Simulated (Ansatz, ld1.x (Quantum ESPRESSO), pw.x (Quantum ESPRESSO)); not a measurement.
**tellurium (Te): does the TM potential hold in the solid?**

```
Element                 : tellurium
Generator               : ld1.x (Quantum ESPRESSO) 7.5
Type                    : norm-conserving Troullier–Martins (Kleinman–Bylander form)
Functional              : PBE
Relativity              : scalar-relativistic
Frozen core             : [Kr] 4d10
Valence charge          : 6
Reference configuration : 5s2 5p3.75 (charge +0.25)
Partial waves           : 5p (bound): rc 2.74 bohr; 5d channel at 0.25 Ry: rc 2.98 bohr; 5s (bound): rc 2.32 bohr
Local potential         : the s channel
Core correction         : none
```

Crystal test: sc Te in pw.x 7.5, no spin, 10³ k-points, Fermi–Dirac smearing 0.01 Ry, cutoffs 40/160 Ry. The reference is all-electron LAPW (Ansatz 0.2.0) with the same functional, mesh and smearing; V0 and B0 come from Birch–Murnaghan fits to the pressures at five volumes. Errors are pseudo minus all-electron; Δ is the rms difference of the E(V) curves that follow from these fits, minima aligned, over ±6 % about the mean V0. Mesh and smearing are coarse, so the numbers serve the comparison and aren't converged zero-temperature values; the lattice is a test structure that the element need not adopt.

All-electron: a0 = 3.203 Å (V0 = 32.86 Å³/atom), B0 = 49.4 GPa.

How far does the potential miss the all-electron equation of state?

mean pressure error (GPa): -0.50; a0 (Å): 3.192; a0 error (%): -0.33; B0 error (%): +3.2; Δ (meV/atom): 3.6.

```tsv
V (Å³/atom)	P all-electron (GPa)	P pseudo (GPa)
31.282	2.73	2.19
32.105	1.21	0.69
32.928	-0.11	-0.61
33.751	-1.25	-1.73
34.574	-2.23	-2.69
```

At the middle volume, how do free energy and pressure move when the wave cutoff is lowered (ecutrho kept at four times it)?

```
cutoff (Ry)  shift of F (meV/atom)  shift of P (GPa)
         18                 +158.5             -1.02
         24                  +40.0             -0.94
         32                   +2.5             +0.08
```

Input at the middle volume:

```
&control
  calculation='scf', prefix='x', pseudo_dir='./', outdir='./tmp', tstress=.true., disk_io='low'
/
&system
  ibrav=0, nat=1, ntyp=1, ecutwfc=40, ecutrho=160, nbnd=10,
  occupations='smearing', smearing='fd', degauss=0.01
/
&electrons
  conv_thr=1e-09, mixing_beta=0.4, electron_maxstep=70
/
ATOMIC_SPECIES
Te 1.0 Te.UPF
CELL_PARAMETERS angstrom
  3.20519988 0.00000000 0.00000000
  0.00000000 3.20519988 0.00000000
  0.00000000 0.00000000 3.20519988
ATOMIC_POSITIONS crystal
Te 0.0000 0.0000 0.0000
K_POINTS automatic
10 10 10 0 0 0
```

```bash
pw.x < Te.scf.in > Te.scf.out
```

Lines of the output:

```
Message from routine setup:
     using ibrav=0 with symmetry is DISCOURAGED, use correct ibrav instead
     lattice parameter (alat)  =       6.0569  a.u.
     unit-cell volume          =     222.2092 (a.u.)^3
     number of electrons       =         6.00
     number of Kohn-Sham states=           10
     kinetic-energy cutoff     =      40.0000  Ry
     charge density cutoff     =     160.0000  Ry
     scf convergence threshold =      1.0E-09
     Exchange-correlation= PBE
     number of k points=    56  Fermi-Dirac smearing, width (Ry)=  0.0100
     iteration #  1     ecut=    40.00 Ry     beta= 0.40
     total energy              =     -16.37336000 Ry
     estimated scf accuracy    <       0.00629051 Ry
     iteration #  2     ecut=    40.00 Ry     beta= 0.40
     total energy              =     -16.37309052 Ry
     estimated scf accuracy    <       0.00163901 Ry
     iteration #  3     ecut=    40.00 Ry     beta= 0.40
     total energy              =     -16.37323604 Ry
     estimated scf accuracy    <       0.00002971 Ry
     iteration #  4     ecut=    40.00 Ry     beta= 0.40
     total energy              =     -16.37323759 Ry
     estimated scf accuracy    <       0.00000025 Ry
     iteration #  5     ecut=    40.00 Ry     beta= 0.40
     total energy              =     -16.37323766 Ry
     estimated scf accuracy    <       0.00000001 Ry
     iteration #  6     ecut=    40.00 Ry     beta= 0.40
     the Fermi energy is     6.4347 ev
!    total energy              =     -16.37323766 Ry
     estimated scf accuracy    <          2.6E-10 Ry
     smearing contrib. (-TS)   =      -0.00258032 Ry
     The total energy is F=E-TS. E is the sum of the following terms:
     one-electron contribution =       3.14035133 Ry
     hartree contribution      =       0.90979348 Ry
     xc contribution           =      -3.55708182 Ry
     ewald contribution        =     -16.86372033 Ry
     convergence has been achieved in   6 iterations
          total   stress  (Ry/bohr**3)                   (kbar)     P=       -6.06
```

The run at the middle volume (56 k-points, 6 iterations) took about 2.9 s on one core of a shared host (Neoverse-V2, 96 threads, 742 GiB, load 26).
